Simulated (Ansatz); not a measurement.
## A series in volume scale on Ba

Results calculated with Ansatz 0.2.0, not measured. Plane-wave DFT, scalar-relativistic PAW made under PBE with cores redone for the functional, no dispersion; the given relaxed cell is scaled uniformly, energy at zero smearing counts from the unscaled cell, pressure at the given Fermi-Dirac smearing is positive in compression.

The cell before it is scaled or strained (space group Fm-3m, No. 225):
```
cell vectors (Å)
   0.0000     3.2398     3.2398
   3.2398     0.0000     3.2398
   3.2398     3.2398     0.0000
atoms (fractions of the cell vectors)
Ba  0.00000  0.00000  0.00000
```

Settings of every row: spin polarised no; functional revPBE; wave cutoff 420 eV; smearing width 0.1 eV; k mesh 14x14x14.

Atom starting moment: 0 on all atoms.

Limits: no spin-orbit coupling, which can matter with elements this heavy; the cell comes from a prototype or a list of computed structures and needn't be the stable phase.

| row | volume scale | V (Å³/atom) | energy change per atom (meV) | pressure (GPa) |
| --- | --- | --- | --- | --- |
| 1 | 0.88 | 59.85 | 27.81 | 1.18 |
| 2 | 0.92 | 62.571 | 11.92 | 0.75 |
| 3 | 0.96 | 65.291 | ? | ? |
| 4 | 1.04 | 70.732 | 2.24 | -0.25 |
| 5 | 1.08 | 73.453 | 8.98 | -0.49 |
| 6 | 1.12 | 76.173 | 19.6 | -0.7 |

Question: what energy change per atom and pressure should row 3 give?

Worked fit of energy change per atom. Take u = (V_r/V)^(2/3) − 1 with V_r = 70.732 Å³ an atom, which is twice the finite (Eulerian) strain; such expansions in the strain, on which the Birch-Murnaghan equation of state is built, carry the rest volume and the bulk modulus. The shown rows have u = 0.11781, 0.08516, 0, -0.02485, -0.04821. Least squares give energy change per atom = 2.464 − 185.458 × u + 3419.61 × u² meV; a straight line predicts inner rows, each left out in turn, worse (root mean square 9.6 against 0.62 meV). The rows lie off it by -0.27, 0.45, -0.22, -0.20, 0.25 (root mean square 0.29 meV). The withheld row has u = 0.05481, so the fit gives 2.464 − 185.458 × (0.05481) + 3419.61 × (0.05481)² = 2.57 meV.

The calculation gave 2.95 meV. The fit lies 0.38 meV (13 % of the value, 1.5 % of the column's range) below it; its largest miss of a shown row is 0.45 meV.

Worked fit of pressure. Take u = (V_r/V)^(2/3) − 1 with V_r = 70.732 Å³ an atom, which is twice the finite (Eulerian) strain; such expansions in the strain, on which the Birch-Murnaghan equation of state is built, carry the rest volume and the bulk modulus. The shown rows have u = 0.11781, 0.08516, 0, -0.02485, -0.04821. Least squares give pressure = −0.245 + 10.252 × u + 15.93 × u² GPa; a straight line predicts inner rows, each left out in turn, worse (root mean square 0.045 against 0.0099 GPa). The rows lie off it by 0.00, 0.01, -0.01, 0.00, 0.00. The pressure vanishes at u = 0.0231, or V = 68.35 Å³ an atom, and there the bulk modulus at fixed shape and fractions is B = −V dP/dV = (2/3)(1 + u) dP/du = 7.49 GPa. The withheld row has u = 0.05481, so the fit gives −0.245 + 10.252 × (0.05481) + 15.93 × (0.05481)² = 0.36 GPa.

The calculation gave 0.37 GPa. The fit lies 0.01 GPa (0.53 % of the column's range) below it, one unit of the last digit.
